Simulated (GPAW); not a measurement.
# free-standing square Co monolayer, spacing 3.0 A: exchange couplings by hand from total energies

Can a spin model with one coupling foretell the energy of a further order of free-standing square Co monolayer, spacing 3.0 A?

Calculated with GPAW 26.7.0; PBE; plane waves with GPAW's PAW setups, scalar-relativistic.

## (1) Starting point

The cell holds 1 atom: 1 Co. Cell: a = 3.000 Å, b = 3.000 Å, c = 14.000 Å, α = 90.0°, β = 90.0°, γ = 90.0°. model lattice. Vacuum lies along c.

## (2) The parallel order

All energies count from this run.

File order1.py:

```python
import json
import numpy as np
from ase import Atoms
from ase.parallel import paropen, parprint
from gpaw import GPAW

atoms = Atoms(['Co'],
    cell=[[3.0, 0.0, 0.0],
         [0.0, 3.0, 0.0],
         [0.0, 0.0, 14.0]],
    scaled_positions=[[0.0, 0.0, 0.5]],
    pbc=True,
    magmoms=[2.0])
atoms.calc = GPAW(mode={'name': 'pw', 'ecut': 550},
    xc='PBE',
    kpts={'size': (10, 10, 1), 'gamma': True},
    occupations={'name': 'fermi-dirac', 'width': 0.05},
    convergence={'density': 1e-05, 'energy': 1e-05},
    maxiter=200,
    txt='order1.txt')
e = atoms.get_potential_energy(force_consistent=True)
res = {'free_energy': e, 'energy_sigma0': atoms.get_potential_energy(), 'fermi_energy': atoms.calc.get_fermi_level()}
res['moments'] = atoms.get_magnetic_moments().tolist()
res['total'] = atoms.get_magnetic_moment()
parprint('site moments (muB):', np.round(res['moments'], 3))
parprint(f"total moment: {res['total']:.3f} muB")
parprint(f'free energy: {e:.6f} eV')
atoms.calc.write('order1.gpw')
with paropen('results.json', 'w') as f:
    json.dump(res, f)
```

Command:

```bash
$ OMP_NUM_THREADS=1 python3 order1.py > order1.log
```

The program printed:

```text
site moments (muB): [2.091]
total moment: 2.229 muB
free energy: -5.074533 eV

--- order1.txt ---
Input parameters:
  mode=PW(ecut=550),
  convergence={'density': 1e-05, 'energy': 1e-05},
  kpts=MonkhorstPack(size=(10, 10, 1), gamma=True),
  maxiter=200,
  occupations=Occupations(name='fermi-dirac', width=0.05),
  xc=XC(name='PBE')

Diagonalizing LCAO Hamiltonian
Converting LCAO to pw mode
   .------.
  /|      |
[...]
|          3 |        -4.809 |     1.000 |        -2.902 |     0.548 |
|          4 |        -4.344 |     1.000 |        -2.463 |     0.000 |
|          5 |        -4.344 |     1.000 |        -1.892 |     0.000 |
|          6 |        -1.659 |     0.000 |        -1.454 |     0.000 |
|          7 |         1.012 |     0.000 |         1.097 |     0.000 |
|          8 |         2.225 |     0.000 |         2.263 |     0.000 |

No gap
No difference between direct/indirect transitions


[key lines of the parts left out:]
Free energy:      -5.074533
Converged in 17 steps
dipole moment: (-7.963554, -7.963554, -0.000006)  # |e|*Ang
Fermi level: -2.892
```

Wall time 32 s (1 MPI rank of Arm Neoverse V2, shared host); peak memory 0.22 GiB.

Spin moment in the augmentation sphere by atom:

| atom | spin moment in the augmentation sphere (μB) |
| --- | --- |
| Co1 | 2.09 |

This step gave:

| Quantity | Value |
| --- | --- |
| magnetization | 2.229 μB |
| final state | ferromagnetic |

After 17 cycles the largest moment stands at 2.09 μB.

## (3) The orders used for the fit

The other orders were run with the same settings, on meshes that hold the same points. Free energies (smearing 0.05 eV, its entropy term included) are divided by the number of Co atoms; q is in fractions of the reciprocal vectors of the first run's cell.

| order | atoms | mesh | free energy (eV) | eV per Co | largest moment (μB) |
| --- | --- | --- | --- | --- | --- |
| F + | 1 | 10×10×1 | -5.0745 | -5.0745 | 2.09 |
| AF q=(0,1/2,0) +- | 2 | 10×5×1 | -10.0558 | -5.0279 | 2.08 |

## (4) Counting neighbours

With E = −Σ J e_i·e_j over ordered pairs of unit vectors, turning a neighbour from parallel to opposed costs 2J a Co atom. So an order lies 2 Σ n J over the parallel one, n being the opposed neighbours in each shell.

```csv
shell,distance (Å),neighbours,"opposed in AF q=(0,1/2,0) +-","opposed in AF q=(1/2,1/2,0) +-"
J1,3.00,4,2,4
J2,4.24,4,4,0
```

Only J1 is kept.

## (5) Solving

```
2 × 2 × J1 = +46.62 meV    (AF q=(0,1/2,0) +-)
J1 = +11.66 meV
```

## (6) The test

The couplings now give the orders that were left out:

```
2 × 4 × (+11.66) = +93.28 meV    (AF q=(1/2,1/2,0) +-)
```

The runs themselves:

| order | atoms | mesh | free energy (eV) | eV per Co | largest moment (μB) | over the parallel order (meV) | foretold (meV) |
| --- | --- | --- | --- | --- | --- | --- | --- |
| AF q=(1/2,1/2,0) +- | 2 | 5×10×1 | -10.0191 | -5.0095 | 2.01 | +65.01 | +93.28 |

## (7) One more shell

The miss asks for the next shell, which takes one more order into the fit and leaves none for a test.

```
2 × 2 × J1 + 2 × 4 × J2 = +46.62 meV    (AF q=(0,1/2,0) +-)
2 × 4 × J1 = +65.01 meV    (AF q=(1/2,1/2,0) +-)
J1 = +8.13 meV
J2 = +1.76 meV
```

## (8) Results

```
J1 (Co–Co at 3.00 Å)                : 11.7 meV
largest miss on the orders left out : 28 meV
J1 with 2 shells                    : 8.13 meV
J2 with 2 shells                    : 1.76 meV
```

The model misses the order left out by 28 meV, 43 % of the span of the orders, so it fails: these couplings alone don't describe the crystal. With the next shell added the couplings are J1 = +8.13 and J2 = +1.76 meV, untested. The first dropped shell that the test feels is J2 at 4.24 Å. The site moments spread by 4.0 % over the orders. In a metal couplings reach far, and the mesh was not tested. The couplings are effective ones: further shells with opposed neighbours are folded into them or show in the miss. No mean-field temperature is given: it needs a model that holds, an unfrustrated order and couplings in all three dimensions.

[Logs and program files are shortened in this print: banners, set-up blocks, solver, clock and traceback lines can be left out without a mark of their own.]

[Logs are printed without paths, hosts, clocks, repeated set-up lines and the standing remarks that a program may print on its own settings, such as how far it seeks lower states.]

[Hosts, paths, dates, database ids (printed as entryN), source tags and the programs' standing remarks are cut or masked in the printed files.]

[Where a cell is said to come from a database of computed structures, the database is the Materials Project.]
